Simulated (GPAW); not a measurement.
# V (Im-3m) in GPAW: a series of runs, part 2 of 2

GPAW 26.7.0. The steps go on from the part before.

### Step 5. Single point, PBE, collinear spin, ferromagnetic start

run.py reads:

```python
from ase import Atoms
from ase.dft.bandgap import bandgap
from ase.io import write
from ase.units import Bohr, GPa
from gpaw import GPAW, PW
from gpaw.elf import elf_from_dft_calculation

atoms = Atoms(['V'],
              cell=[[-1.51435, 1.51435, 1.51435],
                    [1.51435, -1.51435, 1.51435],
                    [1.51435, 1.51435, -1.51435]],
              scaled_positions=[[0.0, 0.0, 0.0]],
              pbc=True)
atoms.set_initial_magnetic_moments([2.0])

calc = GPAW(mode=PW(600),
            xc='PBE',
            kpts={'size': (12, 12, 12), 'gamma': True},
            occupations={'name': 'methfessel-paxton', 'order': 0, 'width': 0.012},
            nbands=15,
            convergence={'density': 1e-05, 'energy': 1e-05},
            maxiter=150,
            txt='gpaw.txt')
atoms.calc = calc
energy = atoms.get_potential_energy()
forces = atoms.get_forces()
stress = atoms.get_stress()
calc.write('gs.gpw')
write('result.traj', atoms)
print(f'Energy: {energy:.6f} eV')
print('Forces (eV/A):')
print(forces.round(4))
print('Stress (GPa):', (stress / GPa).round(3))
print('Moments:', calc.get_magnetic_moments().round(3))
print('Fermi level:', round(calc.get_fermi_level(), 4), 'eV')
print(f'Gap: {bandgap(calc)[0]:.4f} eV, direct: {bandgap(calc, direct=True)[0]:.4f} eV')

# fields on the real-space grid
write('density.cube', atoms, data=calc.get_pseudo_density() * Bohr**3)
write('potential.cube', atoms, data=calc.get_electrostatic_potential())
write('spin.cube', atoms, data=(calc.get_pseudo_density(spin=0) - calc.get_pseudo_density(spin=1)) * Bohr**3)
write('elf.cube', atoms, data=elf_from_dft_calculation(calc).data)
```

Potentials or basis: GPAW PAW data sets (gpaw-data 1.2.1), pw.

Run with:

```sh
$ OMP_NUM_THREADS=1 python run.py
```

Wall time 35 s (1 thread of Arm Neoverse V1, shared host); peak memory 0.14 GiB.

Results (log left out):

```
Free energy            : -8.5001 eV
Pressure               : -4.2 GPa
Band gap on the k mesh : none (metal or under the smearing width)
Net moment             : 0.10 μB per cell
Site moments           : V +0.09 μB
```

Levels at points of the mesh, in eV from the Fermi level:
Spin up:
| k point | band 2 | band 3 | band 4 | band 5 | band 6 | band 7 | band 8 | band 9 | band 10 | band 11 |
| --- | --- | --- | --- | --- | --- | --- | --- | --- | --- | --- |
| (0.00, 0.00, 0.00) | -37.14 | -37.14 | -37.14 | -6.48 | 0.39 | 0.39 | 0.39 | 2.33 | 2.33 | 20.50 |
| (0.50, 0.50, 0.00) | -37.95 | -37.40 | -37.15 | -3.03 | -1.06 | 1.54 | 2.32 | 2.67 | 3.95 | 9.85 |
| (0.50, 0.50, 0.50) | -37.70 | -37.70 | -37.70 | -2.81 | -2.81 | 3.57 | 3.57 | 3.57 | 9.94 | 9.94 |
Spin down:
```csv
k point,band 2,band 3,band 4,band 5,band 6,band 7,band 8,band 9,band 10,band 11
"(0.00, 0.00, 0.00)",-37.06,-37.06,-37.06,-6.43,0.50,0.50,0.50,2.38,2.38,20.55
"(0.50, 0.50, 0.00)",-37.87,-37.31,-37.06,-2.96,-0.97,1.59,2.39,2.73,4.05,9.93
"(0.50, 0.50, 0.50)",-37.61,-37.61,-37.61,-2.76,-2.76,3.67,3.67,3.67,10.01,10.01
```

### Step 6. Single point, PBE, collinear spin, ferromagnetic start

run.py reads:

```python
from ase.dft.bandgap import bandgap
from ase.io import read, write
from ase.units import GPa
from gpaw import GPAW, PW

atoms = read('V.xyz')
atoms.set_initial_magnetic_moments([2.0])

calc = GPAW(mode=PW(600),
            xc='PBE',
            kpts={'size': (12, 12, 12), 'gamma': True},
            occupations={'name': 'methfessel-paxton', 'order': 0, 'width': 0.013000000000000001},
            nbands=15,
            convergence={'density': 1e-05, 'energy': 1e-05},
            maxiter=150,
            txt='gpaw.txt')
atoms.calc = calc
energy = atoms.get_potential_energy()
forces = atoms.get_forces()
stress = atoms.get_stress()
calc.write('gs.gpw')
write('result.traj', atoms)
print(f'Energy: {energy:.6f} eV')
print('Forces (eV/A):')
print(forces.round(4))
print('Stress (GPa):', (stress / GPa).round(3))
print('Moments:', calc.get_magnetic_moments().round(3))
print('Fermi level:', round(calc.get_fermi_level(), 4), 'eV')
print(f'Gap: {bandgap(calc)[0]:.4f} eV, direct: {bandgap(calc, direct=True)[0]:.4f} eV')
```

V.xyz reads:

```xyz
1
Lattice="-1.5143500000 1.5143500000 1.5143500000 1.5143500000 -1.5143500000 1.5143500000 1.5143500000 1.5143500000 -1.5143500000" Properties=species:S:1:pos:R:3 pbc="T T T"
V      0.0000000000      0.0000000000      0.0000000000
```

Potentials or basis: GPAW PAW data sets (gpaw-data 1.2.1), pw.

Run with:

```sh
$ OMP_NUM_THREADS=1 python run.py
```

It took 34 s on 1 thread of Arm Neoverse V1, shared host; peak memory 0.15 GiB.

It converged, with:

```yaml
Free_energy: -8.5001 eV
Pressure: -4.2 GPa
Band_gap_on_the_k_mesh: none (metal or under the smearing width)
Net_moment: 0.10 μB per cell
Site_moments: V +0.09 μB
```

Levels at points of the mesh, in eV from the Fermi level:
Spin up:
```csv
k point,band 4,band 5,band 6,band 7,band 8,band 9
"(0.00, 0.00, 0.00)",-37.14,-6.48,0.39,0.39,0.39,2.33
"(0.50, 0.50, 0.00)",-37.15,-3.03,-1.06,1.54,2.32,2.67
"(0.50, 0.50, 0.50)",-37.70,-2.81,-2.81,3.57,3.57,3.57
```
Spin down:
| k point | band 2 | band 3 | band 4 | band 5 | band 6 | band 7 | band 8 | band 9 | band 10 | band 11 |
| --- | --- | --- | --- | --- | --- | --- | --- | --- | --- | --- |
| (0.00, 0.00, 0.00) | -37.06 | -37.06 | -37.06 | -6.43 | 0.50 | 0.50 | 0.50 | 2.38 | 2.38 | 20.55 |
| (0.50, 0.50, 0.00) | -37.87 | -37.31 | -37.06 | -2.96 | -0.97 | 1.59 | 2.39 | 2.73 | 4.05 | 9.93 |
| (0.50, 0.50, 0.50) | -37.61 | -37.61 | -37.61 | -2.76 | -2.76 | 3.67 | 3.67 | 3.67 | 10.01 | 10.01 |

### Step 7. Overview

```csv
task,level,potentials or basis,cell,smearing,optimizer,fmax,max steps,convergence,eigensolver,gap on the mesh (eV),pressure (GPa),moment (μB)
single point,RPBE,"the program's PAW data sets (release 1.2.1) made for this functional, pw",as given,gaussian 0.1 eV,-,-,-,-,-,none,0.3,0.00
relaxation of cell and atoms,revPBE,"the program's PAW data sets (release 1.2.1) made for this functional, pw",relaxed,fermi-dirac 0.05 eV,BFGS,0.02 eV/Å,40,density=1e-05 forces=0.0001,-,none,0.0,0.00
relaxation of cell and atoms,BLYP,"PAW data sets generated in the run's folder for this functional, pw",relaxed,fermi-dirac 0.05 eV,FIRE,0.05 eV/Å,100,density=1e-05 forces=0.0001,davidson,none,-0.4,0.00
single point,PBE,"GPAW PAW data sets (gpaw-data 1.2.1), pw",as given,gaussian 0.012 eV,-,-,-,-,-,none,-4.2,0.10
single point,PBE,"GPAW PAW data sets (gpaw-data 1.2.1), pw",as given,gaussian 0.013 eV,-,-,-,-,-,none,-4.2,0.10
```

Alike in all rows: spin collinear, ferromagnetic start; k mesh 12 × 12 × 12; cutoff (eV) 600.

Caveats: each step starts from the last one's moments, so a moment once lost doesn't come back (some runs); later steps reuse the first step's grids (some runs); the relaxation stopped at its first step, so nothing moved (some runs).

Total energies depend on the potentials used, so only differences within one code and one set of settings carry meaning.
